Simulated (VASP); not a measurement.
# MgSb2 (Cmcm) in VASP: a series of runs

Aim: see how the results for MgSb2 move with the level of theory and the settings. Levels: BLYP, LDA. Tasks: single point.

Program: VASP 6.6.1. These are calculated values, not measurements. Logs are shortened: lines on timing, memory, paths and dates and some standing lists are left out, and cuts for length are marked.

### 1 The structure

The structure is orthorhombic, space group Cmcm (No. 63). The conventional cell has a = 9.395 Å, b = 5.882 Å, c = 5.607 Å, α = 90.00°, β = 90.00°, γ = 90.00°. Around Mg (site symmetry m2m) lie 10 Sb at 3.14 to 3.41 Å and 2 Mg at 3.54 Å. Sb (site symmetry m) has 5 Sb at 3.12 to 3.34 Å and 5 Mg at 3.14 to 3.41 Å as nearest neighbours.

The cell comes from a database or a generator and needn't be the stable form of this composition.

### 2 Single point, BLYP

Contents of INCAR:

```
  AGGAC = 1.0
  AGGAX = 1.0
  ALDAC = 0.0
  ALDAX = 1.0
  ALGO = Fast
  EDIFF = 1E-6
  ENCUT = 520
  GGA = B5
  ISIF = 2
  ISMEAR = -1
  LASPH = True
  LCHARG = False
  LREAL = False
  LWAVE = False
  NBANDS = 21
  NELM = 100
  PREC = Accurate
  SIGMA = 0.1
```

Contents of KPOINTS:

```
k-points
0
Gamma
  4 4 4
```

Contents of POSCAR:

```
MgSb2
1.0
    4.6976220000     -2.9410680000      0.0000000000
    4.6976220000      2.9410680000      0.0000000000
    0.0000000000      0.0000000000      5.6069510000
Mg Sb
2 4
Direct
    0.3158830000      0.6841170000      0.7500000000
    0.6841170000      0.3158830000      0.2500000000
    0.6345660000      0.0337820000      0.7500000000
    0.9662180000      0.3654340000      0.7500000000
    0.0337820000      0.6345660000      0.2500000000
    0.3654340000      0.9662180000      0.2500000000
```

Potentials or basis: VASP PAW PBE potentials, release 64 (Mg, Sb).

On the command line:

```sh
$ cat potpaw_PBE.64/Mg/POTCAR potpaw_PBE.64/Sb/POTCAR > POTCAR
$ mpirun -np 1 vasp_std > vasp.out
```

OUTCAR:

```text
EDIFF = 1E-6
   ENCUT = 520
   GGA = B5
   ISIF = 2
   ISMEAR = -1
   LASPH = True
   LREAL = False
   NELM = 100
   PREC = Accurate

 ion  position               nearest neighbor table
   1  0.316  0.684  0.750-   3 3.14   4 3.14   4 3.25   3 3.25   6 3.28   5 3.28   6 3.28   5 3.28
                             4 3.41   3 3.41   2 3.54   2 3.54
   2  0.684  0.316  0.250-   5 3.14   6 3.14   6 3.25   5 3.25   4 3.28   3 3.28   4 3.28   3 3.28
                             5 3.41   6 3.41   1 3.54   1 3.54
   3  0.635  0.034  0.750-   4 3.12   1 3.14   1 3.25   6 3.27   6 3.27   2 3.28   2 3.28   4 3.34
                             4 3.34   1 3.41   5 3.66   5 3.66
   4  0.966  0.365  0.750-   3 3.12   1 3.14   1 3.25   5 3.27   5 3.27   2 3.28   2 3.28   3 3.34
                             3 3.34   1 3.41   6 3.66   6 3.66
   5  0.034  0.635  0.250-   6 3.12   2 3.14   2 3.25   4 3.27   4 3.27   1 3.28   1 3.28   6 3.34
                             6 3.34   2 3.41   3 3.66   3 3.66
   6  0.365  0.966  0.250-   5 3.12   2 3.14   2 3.25   3 3.27   3 3.27   1 3.28   1 3.28   5 3.34
                             5 3.34   2 3.41   4 3.66   4 3.66

  LATTYP: Found a base centered orthorhombic cell.
 ALAT       =     5.8821360000
 B/A-ratio  =     1.5972503866
 C/A-ratio  =     0.9532168246

  Lattice vectors:

 A1 = (  -4.6976220000,  -2.9410680000,   0.0000000000)
 A2 = (   4.6976220000,  -2.9410680000,   0.0000000000)
 A3 = (   0.0000000000,   0.0000000000,   5.6069510000)

Analysis of symmetry for initial positions (statically):
=====================================================================
 Subroutine PRICEL returns:
 Original cell was already a primitive cell.

 Routine SETGRP: Setting up the symmetry group for a
 base centered orthorhombic supercell.

 Subroutine GETGRP returns: Found  8 space group operations
 (whereof  4 operations were pure point group operations)
 out of a pool of  8 trial point group operations.

The static configuration has the point symmetry C_2h.
 The point group associated with its full space group is D_2h.

Analysis of symmetry for dynamics (positions and initial velocities):
=====================================================================
 Subroutine PRICEL returns:
 Original cell was already a primitive cell.

 Routine SETGRP: Setting up the symmetry group for a
 base centered orthorhombic supercell.

 Subroutine GETGRP returns: Found  8 space group operations
 (whereof  4 operations were pure point group operations)
 out of a pool of  8 trial point group operations.

The dynamic configuration has the point symmetry C_2h.
 The point group associated with its full space group is D_2h.

 Subroutine INISYM returns: Found  8 space group operations
 (whereof  4 operations are pure point group operations),
 and found     1 'primitive' translations

----------------------------------------------------------------------------------------

                                     Primitive cell

  volume of cell :     154.9316

  direct lattice vectors                    reciprocal lattice vectors
     4.697622000 -2.941068000  0.000000000     0.106436831 -0.170006270  0.000000000
     4.697622000  2.941068000  0.000000000     0.106436831  0.170006270  0.000000000
     0.000000000  0.000000000  5.606951000     0.000000000  0.000000000  0.178350052

  length of vectors
     5.542340069  5.542340069  5.606951000     0.200576496  0.200576496  0.178350052

  position of ions in fractional coordinates (direct lattice)
     0.315883000  0.684117000  0.750000000
     0.684117000  0.315883000  0.250000000
     0.634566000  0.033782000  0.750000000
     0.966218000  0.365434000  0.750000000
     0.033782000  0.634566000  0.250000000
     0.365434000  0.966218000  0.250000000

  ion indices of the primitive-cell ions
   primitive index   ion index
                 1           1
                 2           2
                 3           3
                 4           4
                 5           5
                 6           6

----------------------------------------------------------------------------------------

 KPOINTS: k-points

Automatic generation of k-mesh.
 Grid dimensions read from file:
 generate k-points for:    4    4    4

 Generating k-lattice:

  Cartesian coordinates                     Fractional coordinates (reciprocal lattice)
     0.026609208 -0.042501567  0.000000000     0.250000000  0.000000000  0.000000000
     0.026609208  0.042501567  0.000000000     0.000000000  0.250000000  0.000000000
     0.000000000  0.000000000  0.044587513     0.000000000  0.000000000  0.250000000

  Length of vectors
     0.050144124  0.050144124  0.044587513

  Shift w.r.t. Gamma in fractional coordinates (k-lattice)
     0.000000000  0.000000000  0.000000000

 Subroutine IBZKPT returns following result:
 ===========================================

 Found     21 irreducible k-points:

 Following reciprocal coordinates:
            Coordinates               Weight
  0.000000  0.000000  0.000000      1.000000
  0.250000  0.000000  0.000000      4.000000
  0.500000  0.000000  0.000000      2.000000
  0.250000  0.250000  0.000000      2.000000
  0.500000  0.250000  0.000000      4.000000
 -0.250000  0.250000  0.000000      2.000000
[... 13 lines left out ...]
 -0.250000  0.250000  0.500000      2.000000
  0.500000  0.500000  0.500000      1.000000
   k-points           NKPTS =     21   k-points in BZ     NKDIM =     21   number of bands    NBANDS=     21
   number of dos      NEDOS =    301   number of ions     NIONS =      6
   total plane-waves  NPLWV =  74088
   dimension x,y,z NGX =    42 NGY =   42 NGZ =   42
   dimension x,y,z NGXF=    84 NGYF=   84 NGZF=   84
   ions per type =               2   4
   NGX,Y,Z   is equivalent  to a cutoff of  12.60, 12.60, 12.45 a.u.
   NGXF,Y,Z  is equivalent  to a cutoff of  25.20, 25.20, 24.91 a.u.
 SYSTEM =  unknown system
   PREC   = accura    normal or accurate (medium, high low for compatibility)
   ISTART =      0    job   : 0-new  1-cont  2-samecut
   ICHARG =      2    charge: 1-file 2-atom 10-const
   ISPIN  =      1    spin polarized calculation?
   LNONCOLLINEAR =      F non collinear calculations
   LSORBIT =      F    spin-orbit coupling
   LASPH  =      T    aspherical Exc in radial PAW
   ENCUT  =  520.0 eV  38.22 Ry    6.18 a.u.  10.31 10.31 10.43*2*pi/ulx,y,z
   NELM   =    100;   NELMIN=  2; NELMDL= -5     # of ELM steps
   EDIFF  = 0.1E-05   stopping-criterion for ELM
   LREAL  =      F    real-space projection
   EDIFFG = 0.1E-04   stopping-criterion for IOM
   NSW    =      0    number of steps for IOM
   IBRION =     -1    ionic relax: 0-MD 1-quasi-New 2-CG
   NFREE  =      0    steps in history (QN), initial steepest desc. (CG)
   ISIF   =      2    stress and relaxation
   ISYM   =      2    0-nonsym 1-usesym 2-fastsym
   POTIM  = 0.5000    time-step for ionic-motion
   TEBEG  =    0.0;   TEEND  =   0.0 temperature during run
   PSTRESS=    0.0 pullay stress
   NELECT =      24.0000    total number of electrons
   NUPDOWN=      -1.0000    fix difference up-down
   EMIN   =  10.00;   EMAX   =-10.00  energy-range for DOS
   EFERMI =   0.00;   METHOD = LEGACY
   ISMEAR =    -1;   SIGMA  =   0.10  broadening in eV -4-tet -1-fermi 0-gaus
   EFERMI_NEDOS =   21; number of points for ismear=-14 and -15
   IALGO  =     68    algorithm
   IMIX   =      4    mixing-type and parameters
     AMIX     =   0.40;   BMIX     =  1.00
     AMIX_MAG =   1.60;   BMIX_MAG =  1.00
  volume/ion in A,a.u.               =      25.82       174.25
  Fermi-wavevector in a.u.,A,eV,Ry     =   0.879222  1.661489 10.517733  0.773032
  Thomas-Fermi vector in A             =   1.999416
   LORBIT       =      0    0 simple, 1 ext, 2 COOP (PROOUT), +10 PAW based schemes
   GGA     = B5    functional components
   LHFCALC =     F    Hartree Fock is set to
   AEXX    =    0.0000 exact exchange contribution
   IVDW    =     0    specifies the selected vdW correction
   LEPSILON=     F    determine dielectric tensor
   LRPA    =     F    only Hartree local field effects (RPA)
 non-spin polarized calculation
 RMM-DIIS sequential band-by-band and
  energy-cutoff  :      520.00
  volume of cell :      154.93
 maximum number of plane-waves:      4190
 NGX is ok and might be reduce to    42
   NGX = 21   NGY = 21   NGZ = 21

 number of electron      24.0000000 magnetization

 Free energy of the ion-electron system (eV)
  ---------------------------------------------------
  ext. energy  EPLUGINS =         0.00000000
  ---------------------------------------------------
  free energy    TOTEN  =       -14.44145897 eV

  energy without entropy =      -14.31944965  energy(sigma->0) =      -14.38045431

 E-fermi :   7.1023     XC(G=0):  -9.0277

 val. band max:        7.0852679919   @ k =  -0.2500   0.2500   0.0000
 cond. band min:       7.1072593507   @ k =   0.5000   0.0000   0.2500
 fundamental gap:      0.0219913587
 Fermi energy:         7.1022862976

 k-point     1 :       0.0000    0.0000    0.0000
  band No.  band energies     occupation
      1      -4.8408      2.00000
      2      -2.0916      2.00000
      3      -1.1144      2.00000
      4       0.1124      2.00000
      5       2.1938      2.00000
      6       3.3440      2.00000
[... 13 lines left out ...]
     20      11.3167      0.00000
     21      11.5486      0.00000

 k-point     2 :       0.2500    0.0000    0.0000
  band No.  band energies     occupation
      1      -4.5186      2.00000
      2      -2.3546      2.00000
      3      -1.5341      2.00000
      4      -0.2259      2.00000
      5       2.5391      2.00000
      6       3.0380      2.00000
[... 13 lines left out ...]
     20      11.4403      0.00000
     21      12.4890      0.00000
[... 415 lines left out ...]
      5       1.8226      2.00000
      6       1.8226      2.00000
[... 13 lines left out ...]
     20      11.3119      0.00000
     21      12.1167      0.00000

 k-point    21 :       0.5000    0.5000    0.5000
  band No.  band energies     occupation
      1      -2.7905      2.00000
      2      -2.7905      2.00000
      3      -2.1831      2.00000
      4      -2.1831      2.00000
      5       2.2342      2.00000
      6       2.2342      2.00000
[... 13 lines left out ...]
     20      11.2888      0.00000
     21      11.8951      0.00000

------------------------ aborting loop because EDIFF is reached ----------------------------------------

  FORCE on cell =-STRESS in cart. coord.  units (eV):
  Direction    XX          YY          ZZ          XY          YZ          ZX
  --------------------------------------------------------------------------------------
  -------------------------------------------------------------------------------------
  Total        4.5800377      3.4409021      2.8482322      0.0000000      0.0000000      0.0000000
  in kB       47.3630593     35.5830365     29.4541220      0.0000000      0.0000000      0.0000000
  external PRESSURE =      37.4667393 kB  Pullay stress =       0.0000000 kB

 VOLUME and BASIS-vectors are now :
 -----------------------------------------------------------------------------
  energy-cutoff  :      520.00
  volume of cell :      154.93
      direct lattice vectors                 reciprocal lattice vectors
     4.697622000 -2.941068000  0.000000000     0.106436831 -0.170006270  0.000000000
     4.697622000  2.941068000  0.000000000     0.106436831  0.170006270  0.000000000
     0.000000000  0.000000000  5.606951000     0.000000000  0.000000000  0.178350052

 POSITION                                       TOTAL-FORCE (eV/Angst)
 -----------------------------------------------------------------------------------
      4.69762      1.08300      4.20521        -0.000000      0.038795     -0.000000
      4.69762     -1.08300      1.40174        -0.000000     -0.038795      0.000000
      3.13965     -1.76695      4.20521         0.346319      0.112508     -0.000000
      6.25560     -1.76695      4.20521        -0.346319      0.112508     -0.000000
      3.13965      1.76695      1.40174         0.346319     -0.112508      0.000000
      6.25560      1.76695      1.40174        -0.346319     -0.112508      0.000000
 -----------------------------------------------------------------------------------
    total drift:                               -0.000000     -0.000000     -0.000000

  FREE ENERGIE OF THE ION-ELECTRON SYSTEM (eV)
  ---------------------------------------------------
  free  energy   TOTEN  =       -14.4414589662 eV

  energy  without entropy=      -14.3194496549  energy(sigma->0) =      -14.38045431
```

It took 45 s on 1 thread of Intel Xeon 6975P-C (Granite Rapids), shared host; peak memory 0.27 GiB.

What came out:

* Free energy: -14.4415 eV
* Pressure: 3.7 GPa
* Largest force: 0.364 eV/Å
* Band gap on the k mesh: none (metal or under the smearing width)

Forces in eV/Å, atoms in the order of the input:
```
Mg   0.000  0.039  0.000
Mg   0.000 -0.039  0.000
Sb   0.346  0.113  0.000
Sb  -0.346  0.113  0.000
Sb   0.346 -0.113  0.000
Sb  -0.346 -0.113  0.000
```

Caveat: the PAW data sets were made with another functional, which shifts forces and pressure a little. Spin-orbit coupling is left out, which matters for the levels of Sb.

### 3 Single point, LDA

Contents of INCAR:

```
SYSTEM = MgSb2
  PREC = Accurate
  ENCUT = 520
  EDIFF = 1E-6
  ISMEAR = -1
  SIGMA = 0.1
  LREAL = .FALSE.
  LASPH = .TRUE.
  NELM = 100
  ALGO = Normal
  ISIF = 2
  LWAVE = .FALSE.
  LCHARG = .FALSE.
  NBANDS = 21
```

Contents of KPOINTS:

```
regular mesh
0
G
  4 4 4
  0 0 0
```

POSCAR is that of step 2.

Potentials or basis: VASP PAW LDA potentials, release 64 (Mg, Sb).

On the command line:

```sh
$ cat potpaw_LDA.64/Mg/POTCAR potpaw_LDA.64/Sb/POTCAR > POTCAR
$ mpirun -np 1 vasp_std > vasp.out
```

Wall time 20 s (1 thread of Intel Xeon 6975P-C (Granite Rapids), shared host); peak memory 0.23 GiB.

The run converged. Its results:

| Property | Result |
| --- | --- |
| Free energy | -22.9360 eV |
| Pressure | -3.5 GPa |
| Largest force | 0.264 eV/Å |
| Band gap on the k mesh | none (metal or under the smearing width) |

Forces in eV/Å, atoms in the order of the input:
```
Mg   0.000  0.059  0.000
Mg   0.000 -0.059  0.000
Sb   0.257  0.060  0.000
Sb  -0.257  0.060  0.000
Sb   0.257 -0.060  0.000
Sb  -0.257 -0.060  0.000
```

Stress tensor (GPa, compression positive):
```
-2.41  0.00  0.00
 0.00 -3.68  0.00
 0.00  0.00 -4.44
```

Levels at points of the mesh, in eV from the Fermi level:
| k point | band 8 | band 9 | band 10 | band 11 | band 12 | band 13 | band 14 | band 15 | band 16 | band 17 |
| --- | --- | --- | --- | --- | --- | --- | --- | --- | --- | --- |
| (0.00, 0.00, 0.00) | -3.27 | -2.32 | -1.25 | -1.20 | -0.88 | 0.56 | 0.56 | 0.76 | 0.78 | 1.11 |
| (0.50, 0.00, 0.00) | -3.47 | -2.33 | -2.21 | -0.30 | 0.00 | 0.28 | 0.56 | 1.74 | 1.97 | 2.73 |
| (0.50, 0.50, 0.00) | -2.70 | -2.15 | -2.11 | -2.03 | 0.13 | 0.77 | 1.21 | 1.92 | 2.16 | 2.60 |
| (0.00, 0.00, 0.50) | -3.28 | -1.89 | -1.89 | -1.70 | -1.70 | -1.27 | -1.27 | 1.27 | 1.27 | 3.44 |
| (0.50, 0.00, 0.50) | -4.09 | -0.28 | -0.28 | 0.61 | 0.61 | 1.02 | 1.02 | 1.89 | 1.89 | 2.34 |
| (0.50, 0.50, 0.50) | -4.05 | -0.61 | -0.61 | 0.71 | 0.71 | 1.70 | 1.70 | 1.96 | 1.96 | 3.18 |
